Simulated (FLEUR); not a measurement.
**InAs: band structure with AM05**

**What was measured.**

A printed reference work, data compilation reports, for a bulk crystal of InAs at 4.2 K: band gap 0.418 eV (direct).

InAs:

```xyz
2
Lattice="0.0000 3.0180 3.0180 3.0180 0.0000 3.0180 3.0180 3.0180 0.0000" Properties=species:S:1:pos:R:3 pbc="T T T"
In    0.0000    0.0000    0.0000
As    4.5270    4.5270    4.5270
```

- Program: FLEUR MaX-R8.1 (later development tree)
- Task: band structure
- Functional: AM05
- Potentials or basis: all-electron
- Basis: FLAPW
- Kmax: 4.41 1/bohr
- k mesh: 8 × 8 × 8
- Occupations: fermi-dirac, width 0.05 eV
- Spin: no spin polarisation
- Gmax: 13.7 1/bohr
- Muffin-tin radii: In 2.35, As 2.22 bohr
- lmax: In 9, As 9
- Local orbitals a species: In 5, As 6
- Max iterations: 60
- Mixing factor: 0.05
- Mixer: Anderson
- Mixer history: 15
- Density convergence: 1e-05 me/bohr^3

```
Band gap along the path                               : none (metal or under the smearing width)
Valence electrons inside the program's atomic spheres : In 18.84; As 19.04 (radii In 2.35, As 2.22 bohr)
```

Levels at the corners of the path, in eV from the Fermi level:
| point | band 19 | band 20 | band 21 | band 22 | band 23 | band 24 |
| --- | --- | --- | --- | --- | --- | --- |
| Γ | -0.25 | -0.05 | -0.05 | -0.05 | 3.87 | 3.87 |
| X | -5.92 | -2.38 | -2.38 | 1.48 | 1.99 | 9.13 |
| W | -5.78 | -3.02 | -2.94 | 4.17 | 4.23 | 4.98 |
| K | -5.79 | -3.34 | -2.01 | 2.05 | 4.22 | 7.26 |
| Γ | -0.25 | -0.05 | -0.05 | -0.05 | 3.87 | 3.87 |
| L | -5.85 | -1.04 | -1.04 | 0.90 | 4.65 | 4.65 |
| U | -5.79 | -3.34 | -2.01 | 2.05 | 4.22 | 7.26 |
| W | -5.78 | -3.02 | -2.94 | 4.17 | 4.23 | 4.98 |
| L | -5.85 | -1.04 | -1.04 | 0.90 | 4.65 | 4.65 |
| K | -5.79 | -3.34 | -2.01 | 2.05 | 4.22 | 7.26 |
| U | -5.79 | -3.34 | -2.01 | 2.05 | 4.22 | 7.26 |
| X | -5.92 | -2.38 | -2.38 | 1.48 | 1.99 | 9.13 |

Core levels (eV from the Fermi level):
```tsv
atom	levels
1 In	1s1/2 -27701.8, 2s1/2 -4143.8, 2p1/2 -3865.3, 2p3/2 -3654.8, 3s1/2 -782.4, 3p1/2 -670.0, 3p3/2 -631.9, 3d3/2 -432.7, 3d5/2 -424.9
2 As	1s1/2 -11691.3, 2s1/2 -1478.4, 2p1/2 -1321.1, 2p3/2 -1284.6, 3s1/2 -184.0
```

Wall time 2 min on 1 thread of Arm Neoverse V2, on a shared host, peak memory 0.07 GiB.

A measured gap of InAs is 0.418 eV (direct; 4.2 K; a printed reference work, data compilation); the calculated 0.00 eV misses it by -0.42 eV. Spin-orbit coupling on As, In is left out. The value is that of AM05, without temperature or zero-point motion. Semilocal functionals fall short of measured gaps as a rule.

Caveat: spin-orbit coupling is left out, which moves the levels of the heavy elements; this crystal is a semiconductor, whose small gap the functional closes, so the metal is an error of the method.
